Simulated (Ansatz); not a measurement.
Runs of Ansatz 0.2.0 on Sb. It takes space group R-3m (No. 166, trigonal). The conventional cell has a = 4.308 Å, b = 4.308 Å, c = 11.274 Å, α = 90.00°, β = 90.00°, γ = 120.00°. Sb (site symmetry 3m) is surrounded by 3 Sb at 2.91 Å. 

| task | level | cell | cutoff (eV) | smearing | gap on the mesh (eV) | pressure (GPa) | largest force (eV/Å) |
| --- | --- | --- | --- | --- | --- | --- | --- |
| relaxation of cell and atoms | PBE+D4 | relaxed | - | fermi-dirac 0.05 eV | - | 0.0 | - |
| band structure | revPBE | as given | 230 | fermi-dirac 0.05 eV | - | 3.7 | (a) |
| single point | PBE | as given | 230 | gaussian 0.022 eV | none | 2.7 | 0.14 |
| band structure | BLYP | as given | 230 | fermi-dirac 0.05 eV | - | 6.9 | 0.13 |
| single point | PBE | as given | 230 | gaussian 0.03 eV | none | 2.7 | 0.14 |

Alike in all rows: potentials or basis all-electron LAPW, scalar-relativistic; no spin polarisation; k mesh 8 × 8 × 8; basis error allowed 0.001 eV/atom.

Task: Estimate the missing entries.

Result: (a) 0.18.

Caveats: spin-orbit coupling is left out, which moves the levels of the heavy elements (some runs).

A k mesh can miss the band edges, and the runs leave out spin-orbit coupling on Sb.

A gap of «none» marks a metal or a gap under the smearing width.
